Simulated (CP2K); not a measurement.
Sb under changes of volume

One of the cells (26.666 Å³/atom); the others are scaled copies at fixed shape and fractional positions:

```
Sb
1.0
     3.35344    0.00000    0.00000
     1.67672    2.90417    0.00000
     1.67672    0.96806    2.73808
Sb
1
Direct
  0.00000 0.00000 0.00000
```

This isn't the form of Sb at room conditions, which is rhombohedral.

| Quantity | Value |
| --- | --- |
| Program | CP2K 2026.2 |
| Functional | PBEsol |
| Potentials or basis | POTENTIAL_UZH Sb GTH-PBE-q5; TZVP-MOLOPT-PBE-GTH basis |
| Density cutoff | 6123 eV |
| k mesh | 10 × 10 × 10 |
| Occupations | fermi-dirac, width 0.0259 eV |
| Spin | no spin polarisation |

```csv
volume (Å³/atom),energy over the lowest point (meV/atom),pressure (GPa)
25.066,48.96,6.9
25.599,?,?
26.133,15.21,3.5
26.666,5.84,2.2
27.199,0.70,0.8
27.733,0.00,-0.4
28.266,3.44,-1.6
```

Q: What does the run at 25.599 Å³/atom give?

A: Energy over the lowest point 29.39 meV/atom; pressure 5.1 GPa.

Worked out: A Birch-Murnaghan fit of order 3 (a polynomial in V^(-2/3)) to the other rows has its minimum at 27.55 Å³/atom with B0 = V·E''(V) = 65 GPa (rough, since the energies scatter). It gives 29.62 meV/atom at 25.599 Å³/atom, against the run's 29.39, and -dE/dV = 5.0 GPa, against 5.1.

Energies are extrapolated to zero smearing.

Caveats: the potentials were made for another functional, which shifts forces and pressure; the basis of atomic orbitals isn't converged, which shifts pressures, moduli and gaps.
